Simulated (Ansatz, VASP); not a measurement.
Tl: VASP beside Ansatz

```
Tl
1.0
     3.50148    0.00000    0.00000
    -1.75074    3.03237    0.00000
     0.00000    0.00000    5.59771
Tl
2
Direct
  0.33333 0.66667 0.25000
  0.66667 0.33333 0.75000
```

Alike in both runs: task relaxation of cell and atoms; functional PBEsol; k mesh 11 × 11 × 6; occupations fermi-dirac, width 0.05 eV; no spin polarisation.

```csv
,VASP,Ansatz
version,VASP 6.6.1,Ansatz 0.2.0
potentials or method,"VASP PAW PBE potentials, release 64 (Tl_d), cutoff 600 eV","all-electron LAPW, scalar-relativistic"
```

Ansatz gave:

| Item | Value |
| --- | --- |
| relaxed volume (Å³/atom) | 28.56 |
| relaxed cell length with the largest relative difference (Å) | 3.451 |
| energy change over the relaxation (meV/atom) | -5 |

Q: Which values does VASP return?

A: Relaxed volume (Å³/atom): 28.58; relaxed cell length with the largest relative difference (Å): 3.453; energy change over the relaxation (meV/atom): -5.

Ansatz ran all-electron here, so the differences hold the error of VASP's frozen core and of both bases.

Caveats: the PAW data sets were made with another functional, which shifts forces and pressure a little (VASP). The runs have no spin-orbit coupling, so splittings on Tl are missing.
